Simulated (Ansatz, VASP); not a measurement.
# Two plane-wave programs on BeS

File INCAR:

```
SYSTEM = BeS
  PREC = Accurate
  ENCUT = 520
  EDIFF = 1E-7
  ISMEAR = -1
  SIGMA = 0.05
  LREAL = .FALSE.
  LASPH = .TRUE.
  NELM = 80
  ALGO = Normal
  ISIF = 2
  LWAVE = .FALSE.
  LCHARG = .TRUE.
  GGA = PE
  LELF = .TRUE.
  LVHAR = .TRUE.
  NBANDS = 11
```

The input KPOINTS:

```
regular mesh
0
G
  9 9 9
  0 0 0
```

File POSCAR:

```
BeS
1.0
    0.0000000000      2.4250000000      2.4250000000
    2.4250000000      0.0000000000      2.4250000000
    2.4250000000      2.4250000000      0.0000000000
S Be
1 1
Direct
    0.7500000000      0.7500000000      0.7500000000
    0.0000000000      0.0000000000      0.0000000000
```

The input input.yaml:

```yaml
crystal:
  lattice:
    - [0.0, 2.425, 2.425]
    - [2.425, 0.0, 2.425]
    - [2.425, 2.425, 0.0]
  atoms:
    - { symbol: S, position: [0.75, 0.75, 0.75] }
    - { symbol: Be, position: [0.0, 0.0, 0.0] }
hamiltonian:
  xc: pbe
  pseudopotentials: { kind: paw }
kpoints:
  mp_grid: { grid: [9, 9, 9] }
scf:
  occupations: { method: fermi_dirac, width: 0.05 }
output:
  forces: true
  stress: true
  eigenvalues: true
```

Alike in both runs: task single point; functional PBE; k mesh 9 × 9 × 9; occupations fermi-dirac, width 0.05 eV; no spin polarisation.

```csv
,VASP,Ansatz
version,VASP 6.6.1,Ansatz 0.2.0
potentials or method,"VASP PAW PBE potentials, release 64 (S, Be)",Ansatz PAW
plane-wave cutoff (eV),520,420
valence electrons in the cell,8,8
```

Ansatz gave:

```
gap on the k mesh at the Fermi level (eV) : 3.20
least direct gap on the mesh (eV)         : 5.65
pressure (GPa)                            : 1.5
```

Task: What did VASP give for the same quantities?

Result: gap on the k mesh at the Fermi level (eV): 3.20; least direct gap on the mesh (eV): 5.67; pressure (GPa): 1.6.

The functional is the same, so the differences come from potentials, cutoffs and numerics.

Caveats: an odd mesh through Γ misses points on the zone boundary, where band edges often lie (VASP); odd divisions of the mesh miss points on the zone boundary, where band edges often lie, so the gap on the mesh can be too wide (Ansatz). A hybrid or GW would open this gap; PBE tends to underestimate it.
